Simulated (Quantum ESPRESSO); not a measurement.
W under changes of volume

One of the cells (16.731 Å³/atom); the others are scaled copies at fixed shape and fractional positions:

```
CELL_PARAMETERS angstrom
0.00000 2.03000 2.03000
2.03000 0.00000 2.03000
2.03000 2.03000 0.00000
ATOMIC_POSITIONS crystal
W 0.00000 0.00000 0.00000
```

This isn't the form of W at room conditions, which is bcc.

* Program: Quantum ESPRESSO 7.5
* Functional: LDA
* Potentials or basis: GBRV 1.5 LDA
* Cutoff: 762 eV
* Density cutoff: 6095 eV
* k mesh: 11 × 11 × 11
* Occupations: fermi-dirac, width 0.05 eV
* Spin: no spin polarisation

```tsv
volume (Å³/atom)	energy over the lowest point (meV/atom)	pressure (GPa)
15.727	0.00	0.4
16.062	?	?
16.396	25.06	-12.1
16.731	55.80	-17.3
17.065	97.04	-22.0
17.400	147.57	-26.2
17.735	206.39	-29.9
```

Question: What does the run at 16.062 Å³/atom give?

Answer: Energy over the lowest point 6.00 meV/atom; pressure -6.2 GPa.

Worked out: A Birch-Murnaghan fit of order 3 (a polynomial in V^(-2/3)) to the other rows has its minimum at 15.75 Å³/atom with B0 = V·E''(V) = 330 GPa and B' = 4.5. It gives 5.96 meV/atom at 16.062 Å³/atom, against the run's 6.00, and -dE/dV = -6.1 GPa, against -6.2.

Energies are extrapolated to zero smearing.
